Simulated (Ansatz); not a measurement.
Cubic perovskite LaAlO3 (cubic high-temperature phase) was calculated with HSE06 (plane waves, PAW; Ansatz, an electronic-structure program).

Numerical settings: plane-wave cutoff 460 eV, 6×6×6 k mesh, Fermi–Dirac smearing 0.01 eV, scalar-relativistic PAW data made under PBE.

The cell is scaled about its equilibrium volume:

```json
[
 {"V (Å³/atom)": "10.223", "P (GPa)": "12.39", "direct gap at Γ (eV)": "5.077", "smallest gap on the k mesh (eV)": "4.991"},
 {"V (Å³/atom)": "10.492", "P (GPa)": "5.89", "direct gap at Γ (eV)": "5.054", "smallest gap on the k mesh (eV)": "4.934"},
 {"V (Å³/atom)": "10.861", "P (GPa)": "-1.75", "direct gap at Γ (eV)": "5.019", "smallest gap on the k mesh (eV)": "4.858"},
 {"V (Å³/atom)": "11.030", "P (GPa)": "-4.81", "direct gap at Γ (eV)": "5.001", "smallest gap on the k mesh (eV)": "4.824"},
 {"V (Å³/atom)": "11.299", "P (GPa)": "-9.22", "direct gap at Γ (eV)": "4.971", "smallest gap on the k mesh (eV)": "4.771"}
]
```

The fundamental gap (4.88 eV at the equilibrium volume, on the SCF mesh) lies elsewhere than Γ–Γ.

Note: the relaxation could not lower the start's symmetry, so the cell can be a saddle point above a distorted one.

Spin–orbit coupling is not included.
